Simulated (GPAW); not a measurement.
# TiAl (Pm-3m) in GPAW: notebook

The runs below take TiAl through relaxation of cell and atoms, with PBEsol, PBEsol+D3, PBEsol+D3(BJ), PBEsol+D3(BJ)+ATM, PBEsol+D4.

All numbers are computed with GPAW 26.7.0; they aren't measurements. Logs are shortened: lines on timing, memory, paths and dates and some standing lists are left out, and cuts for length are marked. The log counts tension as positive stress, the text compression.

## 1. Starting point

It takes space group Pm-3m (No. 221, cubic). The conventional cell has a = 3.179 Å, b = 3.179 Å, c = 3.179 Å, α = 90.00°, β = 90.00°, γ = 90.00°. Ti (site symmetry m-3m) is surrounded by 8 Al at 2.75 Å. Al (site symmetry m-3m) has 8 Ti at 2.75 Å as nearest neighbours.

The cell comes from a database or a generator and needn't be the stable form of this composition.

## 2. Relaxation of cell and atoms, PBEsol

The input, run.py:

```python
from ase import Atoms
from ase.filters import FrechetCellFilter
from ase.io import write
from ase.optimize import BFGS
from gpaw import GPAW, PW, setup_paths

setup_paths.insert(0, '.')

atoms = Atoms(['Ti', 'Al'],
              cell=[[3.179064, 0.0, 0.0],
                    [0.0, 3.179064, 0.0],
                    [0.0, 0.0, 3.179064]],
              scaled_positions=[[0.0, 0.0, 0.0],
                                [0.5, 0.5, 0.5]],
              pbc=True)

calc = GPAW(mode=PW(600),
            xc='PBEsol',
            kpts={'size': (8, 8, 8), 'gamma': True},
            occupations={'name': 'fermi-dirac', 'width': 0.05},
            nbands=17,
            convergence={'density': 1e-05, 'forces': 0.0001},
            maxiter=150,
            txt='gpaw.txt')
atoms.calc = calc
opt = BFGS(FrechetCellFilter(atoms), trajectory='relax.traj', logfile='-')
done = opt.run(fmax=0.02, steps=60)
calc.write('gs.gpw')
write('result.traj', atoms)
print('Converged:', done)
print('Cell:', atoms.cell.cellpar().round(4))
print('Volume:', round(atoms.get_volume(), 4))
print(atoms.get_scaled_positions().round(5))
```

Potentials or basis: PAW data sets generated in the run's folder for this functional, pw.

Started as:

```console
$ gpaw-setup -f PBEsol Al Ti
$ OMP_NUM_THREADS=1 python run.py
```

gpaw.txt:

```text
__  _  _
 | _ |_)|_||  |
 |__||  | ||/\| - 26.7.0

Input parameters:
  mode=PW(ecut=600.0),
  convergence={'density': 1e-05, 'forces': 0.0001},
  kpts=MonkhorstPack(size=(8, 8, 8), gamma=True),
  maxiter=150,
  nbands=17,
  occupations=Occupations(name='fermi-dirac', width=0.05),
  xc=XC(name='PBEsol')

Diagonalizing LCAO Hamiltonian
Converting LCAO to pw mode
   .-------.
  /|       |
 * |       |
 | |  Al   |
 | .-------.
 |/       /
 Ti------*

Atoms  # Å, Bohr magnetons
|   | symbol |        x |        y |        z |    initial magnetic moments |
|---|--------|----------|----------|----------|-----------------------------|
| 0 |     Ti | 0.000000 | 0.000000 | 0.000000 | ( 0.0000,  0.0000,  0.0000) |
| 1 |     Al | 1.589532 | 1.589532 | 1.589532 | ( 0.0000,  0.0000,  0.0000) |

Unit cell  # Å
| periodic |        x |        y |        z |  lengths |    angles |
|----------|----------|----------|----------|----------|-----------|
|      yes | 3.179064 | 0.000000 | 0.000000 | 3.179064 | 90.000000 |
|      yes | 0.000000 | 3.179064 | 0.000000 | 3.179064 | 90.000000 |
|      yes | 0.000000 | 0.000000 | 3.179064 | 3.179064 | 90.000000 |

Number of symmetries: 48
Symmetry operations  # r_c * U_cc + t_c -> r_c
|    | kind |            matrix            |
|----|------|------------------------------|
|  0 |  E   |  1, 0, 0,  0, 1, 0,  0, 0, 1 |
|  1 |  σ   |  1, 0, 0,  0, 1, 0,  0, 0,-1 |
|  2 |  σ   |  1, 0, 0,  0, 0, 1,  0, 1, 0 |
|  3 |  C4  |  1, 0, 0,  0, 0, 1,  0,-1, 0 |
|  4 |  C4  |  1, 0, 0,  0, 0,-1,  0, 1, 0 |
|  5 |  σ   |  1, 0, 0,  0, 0,-1,  0,-1, 0 |
|  6 |  σ   |  1, 0, 0,  0,-1, 0,  0, 0, 1 |
|  7 |  C2  |  1, 0, 0,  0,-1, 0,  0, 0,-1 |
|  8 |  σ   |  0, 1, 0,  1, 0, 0,  0, 0, 1 |
|  9 |  C2  |  0, 1, 0,  1, 0, 0,  0, 0,-1 |
| 10 |  C3  |  0, 1, 0,  0, 0, 1,  1, 0, 0 |
| 11 |  S6  |  0, 1, 0,  0, 0, 1, -1, 0, 0 |
| 12 |  S6  |  0, 1, 0,  0, 0,-1,  1, 0, 0 |
| 13 |  C3  |  0, 1, 0,  0, 0,-1, -1, 0, 0 |
[... 168 lines left out ...]
SCF iterations
|iter     | |      energy | eigst |  dens |force |
|---------|-|-------------|-------|-------|------|
|iter:   1| |  -11.963424 | +0.22 |       |      |
|iter:   2| |  -11.916998 | -1.95 | -1.18 |      |
|iter:   3| |  -11.786904 | -1.65 | -1.22 |      |
|iter:   4| |  -11.786536 | -2.96 | -1.73 |      |
|iter:   5| |  -11.785425c| -3.28 | -1.99 |      |
|iter:   6| |  -11.785540c| -4.22 | -2.69 |      |
|iter:   7| |  -11.785542c| -6.08 | -3.63 |      |
|iter:   8| |  -11.785543c| -7.47c| -4.14 |      |
|iter:   9| |  -11.785543c| -8.24c| -5.32c|      |
|iter:  10| |  -11.785543c| -9.46c| -5.96c|-30.87c|

Converged in 10 steps
Energy contributions relative to reference atoms: (reference = -29787.875375)

Energy contributions:
  Kinetic:          11.203544
  Coulomb:          -8.453030
  Zero:             -0.025286
  External:          0.000000
  Xc:              -14.499111
  Entropy:          -0.023320
  Spinorbit:         0.000000
  ----------------------------
  Free energy:     -11.797202
  Extrapolated:    -11.785543
[... 12 lines left out ...]
|          5 |         6.892 |     2.000 |
|          6 |         6.892 |     2.000 |
|          7 |        10.126 |     0.000 |
|          8 |        10.126 |     0.000 |
|          9 |        10.126 |     0.000 |
|         10 |        12.734 |     0.000 |
|         11 |        12.734 |     0.000 |
|         12 |        12.734 |     0.000 |
|         13 |        17.182 |     0.000 |
|         14 |        17.182 |     0.000 |
|        ... |               |           |
|         16 |        26.349 |     0.000 |

No gap
No difference between direct/indirect transitions

Stress tensor  # eV/Ang^3
|         x |         y |        z |
|-----------|-----------|----------|
|  0.015300 | -0.000000 | 0.000000 |
| -0.000000 |  0.015300 | 0.000000 |
|  0.000000 |  0.000000 | 0.015300 |

Forces  # eV/Ang
|        x |        y |       z |
|----------|----------|---------|
| -0.00000 | -0.00000 | 0.00000 |  # Ti   0
|  0.00000 | -0.00000 | 0.00000 |  # Al   1

Interpolating wave functions to new cell

            Al

       Ti

Atoms  # Å, Bohr magnetons
|   | symbol |         x |         y |        z |    initial magnetic moments |
|---|--------|-----------|-----------|----------|-----------------------------|
| 0 |     Ti | -0.000000 | -0.000000 | 0.000000 | ( 0.0000,  0.0000,  0.0000) |
| 1 |     Al |  1.586744 |  1.586744 | 1.586744 | ( 0.0000,  0.0000,  0.0000) |

Unit cell  # Å
| periodic |        x |        y |        z |  lengths |    angles |
|----------|----------|----------|----------|----------|-----------|
|      yes | 3.173488 | 0.000000 | 0.000000 | 3.173488 | 90.000000 |
|      yes | 0.000000 | 3.173488 | 0.000000 | 3.173488 | 90.000000 |
|      yes | 0.000000 | 0.000000 | 3.173488 | 3.173488 | 90.000000 |

Number of symmetries: 48
Symmetry operations  # r_c * U_cc + t_c -> r_c
|    | kind |            matrix            |
|----|------|------------------------------|
|  0 |  E   |  1, 0, 0,  0, 1, 0,  0, 0, 1 |
|  1 |  σ   |  1, 0, 0,  0, 1, 0,  0, 0,-1 |
|  2 |  σ   |  1, 0, 0,  0, 0, 1,  0, 1, 0 |
|  3 |  C4  |  1, 0, 0,  0, 0, 1,  0,-1, 0 |
|  4 |  C4  |  1, 0, 0,  0, 0,-1,  0, 1, 0 |
|  5 |  σ   |  1, 0, 0,  0, 0,-1,  0,-1, 0 |
|  6 |  σ   |  1, 0, 0,  0,-1, 0,  0, 0, 1 |
|  7 |  C2  |  1, 0, 0,  0,-1, 0,  0, 0,-1 |
|  8 |  σ   |  0, 1, 0,  1, 0, 0,  0, 0, 1 |
|  9 |  C2  |  0, 1, 0,  1, 0, 0,  0, 0,-1 |
| 10 |  C3  |  0, 1, 0,  0, 0, 1,  1, 0, 0 |
| 11 |  S6  |  0, 1, 0,  0, 0, 1, -1, 0, 0 |
| 12 |  S6  |  0, 1, 0,  0, 0,-1,  1, 0, 0 |
| 13 |  C3  |  0, 1, 0,  0, 0,-1, -1, 0, 0 |
[... 168 lines left out ...]
SCF iterations
|iter     | |      energy | eigst |  dens |force |
|---------|-|-------------|-------|-------|------|
|iter:   1| |  -11.788502 | -2.53 |       |      |
|iter:   2| |  -11.788123 | -4.94 | -2.47 |      |
|iter:   3| |  -11.787414c| -4.09 | -2.55 |      |
|iter:   4| |  -11.787411c| -5.85 | -3.15 |      |
|iter:   5| |  -11.787414c| -5.99 | -3.44 |      |
|iter:   6| |  -11.787415c| -7.38 | -4.17 |      |
|iter:   7| |  -11.787415c| -8.10c| -4.59 |      |
|iter:   8| |  -11.787415c| -9.37c| -5.49c|      |
|iter:   9| |  -11.787415c| -9.91c| -6.06c|-30.04c|

Converged in 9 steps
Energy contributions relative to reference atoms: (reference = -29787.875375)

Energy contributions:
  Kinetic:          11.654754
  Coulomb:          -8.795444
  Zero:             -0.025469
  External:          0.000000
  Xc:              -14.609680
  Entropy:          -0.023155
  Spinorbit:         0.000000
  ----------------------------
  Free energy:     -11.798993
  Extrapolated:    -11.787415
[... 12 lines left out ...]
|          5 |         6.934 |     2.000 |
|          6 |         6.934 |     2.000 |
|          7 |        10.193 |     0.000 |
|          8 |        10.193 |     0.000 |
|          9 |        10.193 |     0.000 |
|         10 |        12.814 |     0.000 |
|         11 |        12.814 |     0.000 |
|         12 |        12.814 |     0.000 |
|         13 |        17.266 |     0.000 |
|         14 |        17.266 |     0.000 |
|        ... |               |           |
|         16 |        26.461 |     0.000 |

No gap
No difference between direct/indirect transitions

Stress tensor  # eV/Ang^3
|        x |        y |        z |
|----------|----------|----------|
| 0.011642 | 0.000000 | 0.000000 |
| 0.000000 | 0.011642 | 0.000000 |
| 0.000000 | 0.000000 | 0.011642 |

Forces  # eV/Ang
|        x |        y |        z |
|----------|----------|----------|
| -0.00000 | -0.00000 | -0.00000 |  # Ti   0
|  0.00000 |  0.00000 |  0.00000 |  # Al   1

Interpolating wave functions to new cell

            Al

       Ti

Atoms  # Å, Bohr magnetons
|   | symbol |         x |         y |        z |    initial magnetic moments |
|---|--------|-----------|-----------|----------|-----------------------------|
| 0 |     Ti | -0.000000 | -0.000000 | 0.000000 | ( 0.0000,  0.0000,  0.0000) |
| 1 |     Al |  1.578095 |  1.578095 | 1.578095 | ( 0.0000,  0.0000,  0.0000) |

Unit cell  # Å
| periodic |         x |         y |        z |  lengths |    angles |
|----------|-----------|-----------|----------|----------|-----------|
|      yes |  3.156190 | -0.000000 | 0.000000 | 3.156190 | 90.000000 |
|      yes | -0.000000 |  3.156190 | 0.000000 | 3.156190 | 90.000000 |
|      yes |  0.000000 | -0.000000 | 3.156190 | 3.156190 | 90.000000 |

Number of symmetries: 48
Symmetry operations  # r_c * U_cc + t_c -> r_c
|    | kind |            matrix            |
|----|------|------------------------------|
|  0 |  E   |  1, 0, 0,  0, 1, 0,  0, 0, 1 |
|  1 |  σ   |  1, 0, 0,  0, 1, 0,  0, 0,-1 |
|  2 |  σ   |  1, 0, 0,  0, 0, 1,  0, 1, 0 |
|  3 |  C4  |  1, 0, 0,  0, 0, 1,  0,-1, 0 |
|  4 |  C4  |  1, 0, 0,  0, 0,-1,  0, 1, 0 |
|  5 |  σ   |  1, 0, 0,  0, 0,-1,  0,-1, 0 |
|  6 |  σ   |  1, 0, 0,  0,-1, 0,  0, 0, 1 |
|  7 |  C2  |  1, 0, 0,  0,-1, 0,  0, 0,-1 |
|  8 |  σ   |  0, 1, 0,  1, 0, 0,  0, 0, 1 |
|  9 |  C2  |  0, 1, 0,  1, 0, 0,  0, 0,-1 |
| 10 |  C3  |  0, 1, 0,  0, 0, 1,  1, 0, 0 |
| 11 |  S6  |  0, 1, 0,  0, 0, 1, -1, 0, 0 |
| 12 |  S6  |  0, 1, 0,  0, 0,-1,  1, 0, 0 |
| 13 |  C3  |  0, 1, 0,  0, 0,-1, -1, 0, 0 |
[... 207 lines left out ...]
|          5 |         7.065 |     2.000 |
|          6 |         7.065 |     2.000 |
|          7 |        10.401 |     0.000 |
|          8 |        10.401 |     0.000 |
|          9 |        10.401 |     0.000 |
|         10 |        13.063 |     0.000 |
|         11 |        13.063 |     0.000 |
|         12 |        13.063 |     0.000 |
|         13 |        17.531 |     0.000 |
|         14 |        17.531 |     0.000 |
|        ... |               |           |
|         16 |        26.814 |     0.000 |

No gap
No difference between direct/indirect transitions

Stress tensor  # eV/Ang^3
|         x |         y |         z |
|-----------|-----------|-----------|
| -0.000265 |  0.000000 |  0.000000 |
|  0.000000 | -0.000265 |  0.000000 |
|  0.000000 |  0.000000 | -0.000265 |

Forces  # eV/Ang
|       x |       y |       z |
|---------|---------|---------|
| 0.00000 | 0.00000 | 0.00000 |  # Ti   0
| 0.00000 | 0.00000 | 0.00000 |  # Al   1

# Writing to gs.gpw (mode='')
```

Wall time 38 s (1 thread of Intel Xeon Platinum 8259CL at 2.50GHz (Skylake/Cascade Lake), shared host); peak memory 0.17 GiB.

What came out:

```
Free energy                            : -11.8003 eV
Relaxed volume                         : 15.72 Å³/atom
Relaxed cell                           : a = 3.156 Å, b = 3.156 Å, c = 3.156 Å, α = 90.00°, β = 90.00°, γ = 90.00°
Space group after relaxing (to 0.05 Å) : Pm-3m (No. 221)
Energy gained by relaxing              : 1.7 meV/atom
Ionic steps                            : 3
Pressure after relaxing                : 0.0 GPa
Band gap on the k mesh                 : none (metal or under the smearing width)
```

The path:
```tsv
step	energy change (eV)	largest force (eV/Å)	pressure (GPa)	volume (Å³)
1	0.0000	0.0000	-2.45	32.13
2	-0.0019	0.0000	-1.87	31.96
3	-0.0035	0.0000	0.04	31.44
```

Final structure:
```xyz
2
Lattice="3.1562 0.0000 0.0000 0.0000 3.1562 0.0000 0.0000 0.0000 3.1562" Properties=species:S:1:pos:R:3 pbc="T T T"
Ti    0.0000    0.0000    0.0000
Al    1.5781    1.5781    1.5781
```

Caveat: later steps reuse the first step's grids.

## 3. Relaxation of cell and atoms, PBEsol+D3

run.py: that of step 2 with these lines changed.

```diff
@@ -1,2 +1,3 @@
 from ase import Atoms
+from ase.calculators.mixing import SumCalculator
 from ase.filters import FrechetCellFilter
@@ -4,2 +5,3 @@
 from ase.optimize import BFGS
+from dftd3.ase import DFTD3
 from gpaw import GPAW, PW, setup_paths
@@ -24,3 +26,3 @@
             txt='gpaw.txt')
-atoms.calc = calc
+atoms.calc = SumCalculator([calc, DFTD3(method='pbesol', damping='d3zero')])
 opt = BFGS(FrechetCellFilter(atoms), trajectory='relax.traj', logfile='-')
```

Potentials or basis: PAW data sets generated in the run's folder for this functional, pw.

Started as:

```console
$ gpaw-setup -f PBEsol Al Ti
$ OMP_NUM_THREADS=1 python run.py
```

gpaw.txt:

```text
__  _  _
 | _ |_)|_||  |
 |__||  | ||/\| - 26.7.0

Input parameters:
  mode=PW(ecut=600.0),
  convergence={'density': 1e-05, 'forces': 0.0001},
  kpts=MonkhorstPack(size=(8, 8, 8), gamma=True),
  maxiter=150,
  nbands=17,
  occupations=Occupations(name='fermi-dirac', width=0.05),
  xc=XC(name='PBEsol')

Diagonalizing LCAO Hamiltonian
Converting LCAO to pw mode
   .-------.
  /|       |
 * |       |
 | |  Al   |
 | .-------.
 |/       /
 Ti------*

Atoms  # Å, Bohr magnetons
|   | symbol |        x |        y |        z |    initial magnetic moments |
|---|--------|----------|----------|----------|-----------------------------|
[... 818 lines left out ...]
Atoms  # Å, Bohr magnetons
|   | symbol |        x |        y |        z |    initial magnetic moments |
|---|--------|----------|----------|----------|-----------------------------|
| 0 |     Ti | 0.000000 | 0.000000 | 0.000000 | ( 0.0000,  0.0000,  0.0000) |
| 1 |     Al | 1.562913 | 1.562913 | 1.562913 | ( 0.0000,  0.0000,  0.0000) |

Unit cell  # Å
| periodic |         x |         y |         z |  lengths |    angles |
|----------|-----------|-----------|-----------|----------|-----------|
|      yes |  3.125826 | -0.000000 |  0.000000 | 3.125826 | 90.000000 |
|      yes | -0.000000 |  3.125826 | -0.000000 | 3.125826 | 90.000000 |
|      yes | -0.000000 | -0.000000 |  3.125826 | 3.125826 | 90.000000 |

Number of symmetries: 48
Symmetry operations  # r_c * U_cc + t_c -> r_c
|    | kind |            matrix            |
|----|------|------------------------------|
|  0 |  E   |  1, 0, 0,  0, 1, 0,  0, 0, 1 |
|  1 |  σ   |  1, 0, 0,  0, 1, 0,  0, 0,-1 |
|  2 |  σ   |  1, 0, 0,  0, 0, 1,  0, 1, 0 |
|  3 |  C4  |  1, 0, 0,  0, 0, 1,  0,-1, 0 |
|  4 |  C4  |  1, 0, 0,  0, 0,-1,  0, 1, 0 |
|  5 |  σ   |  1, 0, 0,  0, 0,-1,  0,-1, 0 |
|  6 |  σ   |  1, 0, 0,  0,-1, 0,  0, 0, 1 |
|  7 |  C2  |  1, 0, 0,  0,-1, 0,  0, 0,-1 |
|  8 |  σ   |  0, 1, 0,  1, 0, 0,  0, 0, 1 |
[... 224 lines left out ...]
No gap
No difference between direct/indirect transitions

Stress tensor  # eV/Ang^3
|         x |         y |         z |
|-----------|-----------|-----------|
| -0.023302 |  0.000000 |  0.000000 |
|  0.000000 | -0.023302 | -0.000000 |
|  0.000000 | -0.000000 | -0.023302 |

Forces  # eV/Ang
|       x |       y |        z |
|---------|---------|----------|
| 0.00000 | 0.00000 |  0.00000 |  # Ti   0
| 0.00000 | 0.00000 | -0.00000 |  # Al   1

# Writing to gs.gpw (mode='')
```

It took 49 s on 1 thread of Intel Xeon Platinum 8259CL at 2.50GHz (Skylake/Cascade Lake), shared host; peak memory 0.19 GiB.

Results:

| Property | Result |
| --- | --- |
| Free energy | -12.3594 eV |
| Relaxed volume | 15.27 Å³/atom |
| Relaxed cell | a = 3.126 Å, b = 3.126 Å, c = 3.126 Å, α = 90.00°, β = 90.00°, γ = 90.00° |
| Space group after relaxing (to 0.05 Å) | Pm-3m (No. 221) |
| Energy gained by relaxing | 12.9 meV/atom |
| Ionic steps | 4 |
| Pressure after relaxing | 0.0 GPa |
| Band gap on the k mesh | none (metal or under the smearing width) |
| Dispersion energy per atom | -0.286 eV |

The path:
| step | energy change (eV) | largest force (eV/Å) | pressure (GPa) | volume (Å³) |
| --- | --- | --- | --- | --- |
| 1 | 0.0000 | 0.0000 | -5.80 | 32.13 |
| 2 | -0.0118 | 0.0000 | -4.49 | 31.73 |
| 3 | -0.0256 | 0.0000 | 0.26 | 30.48 |
| 4 | -0.0258 | 0.0000 | -0.01 | 30.54 |

Final structure:
```cif
data_structure
_symmetry_space_group_name_H-M 'P 1'
_symmetry_Int_Tables_number 1
_cell_length_a 3.1258
_cell_length_b 3.1258
_cell_length_c 3.1258
_cell_angle_alpha 90.000
_cell_angle_beta 90.000
_cell_angle_gamma 90.000
_cell_volume 30.54
loop_
_atom_site_label
_atom_site_type_symbol
_atom_site_fract_x
_atom_site_fract_y
_atom_site_fract_z
_atom_site_occupancy
Ti1 Ti 0.00000 0.00000 0.00000 1
Al1 Al 0.50000 0.50000 0.50000 1
```

Levels at points of the mesh, in eV from the Fermi level:
| k point | band 4 | band 5 | band 6 | band 7 | band 8 | band 9 | band 10 | band 11 |
| --- | --- | --- | --- | --- | --- | --- | --- | --- |
| (0.00, 0.00, 0.00) | -32.85 | -9.48 | -1.56 | -1.56 | 1.92 | 1.92 | 1.92 | 4.66 |
| (0.50, 0.00, 0.00) | -32.83 | -6.08 | -5.34 | -0.60 | 0.15 | 0.15 | 2.15 | 3.24 |
| (0.50, 0.50, 0.00) | -32.81 | -5.15 | -2.11 | -2.11 | -1.53 | 0.73 | 0.73 | 2.96 |
| (0.50, 0.50, 0.50) | -33.00 | -3.25 | -3.25 | -3.25 | 0.94 | 3.03 | 3.03 | 3.05 |

Caveat: later steps reuse the first step's grids; pairwise dispersion overbinds metals, which lowers pressure and volume.

(Continued in part 2 of 3.)
